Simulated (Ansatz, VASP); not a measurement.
**N: VASP beside Ansatz**

File POSCAR:

```
N
1.0
    3.6290016496      0.0000000000      0.0000000000
   -1.8145008248      3.1428076190      0.0000000000
    0.0000000000      0.0000000000      5.8900000000
N
2
Direct
    0.2856053085      0.5712106171      0.2500000000
    0.6666666667      0.3333333333      0.7500000000
```

INCAR.step1

```
SYSTEM = N
PREC = Accurate ; ENCUT = 520
ISMEAR = 0 ; SIGMA = 0.15
LREAL = .False. ; LASPH = .True.
NELM = 100 ; NBANDS = 12
GGA = PE ; ALGO = Normal
EDIFF = 1E-4 ; LWAVE = .True.
LCHARG = .False.
```

The input INCAR.step2:

```
SYSTEM = N
PREC = Accurate ; ENCUT = 520
EDIFF = 1E-6 ; ISMEAR = 0
SIGMA = 0.15 ; LREAL = .False.
LASPH = .True. ; NELM = 100
ALGO = Normal ; ISIF = 2
LWAVE = .False. ; LCHARG = .True.
METAGGA = R2SCAN ; LMIXTAU = .True.
LELF = .True. ; LVHAR = .True.
NBANDS = 12 ; ISTART = 1
```

File KPOINTS:

```
regular mesh
0
Gamma
  15 15 8
  0 0 0
```

Input for Ansatz:

```yaml
crystal:
  lattice:
    - [3.6290016496, 0.0, 0.0]
    - [-1.8145008248, 3.142807619, 0.0]
    - [0.0, 0.0, 5.89]
  atoms:
    - { symbol: "N", position: [0.2856053085, 0.5712106171, 0.25] }
    - { symbol: "N", position: [0.6666666667, 0.3333333333, 0.75] }
basis:
  ecutwfc: 500
kpoints:
  mp_grid: { grid: [15, 15, 8] }
hamiltonian:
  xc: r2scan
scf:
  occupations: { method: gaussian, width: 0.15 }
output:
  forces: true
  stress: true
  eigenvalues: true
```

Alike in both runs: task single point; functional r2SCAN; k mesh 15 × 15 × 8; occupations gaussian, width 0.15 eV; no spin polarisation.

|  | VASP | Ansatz |
| --- | --- | --- |
| version | VASP 6.6.1 | Ansatz 0.2.0 |
| potentials or method | VASP PAW PBE potentials, release 64 (N) | scalar-relativistic, plane waves, PAW |
| plane-wave cutoff (eV) | 520 | 500 |
| valence electrons in the cell | 10 | 10 |

```tsv
	VASP	Ansatz	Ansatz less VASP
gap on the k mesh at the Fermi level (eV)	none	none	-
pressure (GPa)	-8.1	-8.0	+0.11
largest component of the traceless stress (GPa)	0.65	0.65	-0.001
rms of the force components (eV/Å)	0.057	0.057	-0.0001
```

Atom by atom the forces differ by 0.000 eV/Å (rms over components). A gap of «none» marks a metal or a gap that the smearing closes. With one functional, cell and mesh, what is left measures potentials, basis and numerics.

Caveats: the PAW data sets were made with another functional, which shifts forces and pressure a little (VASP).
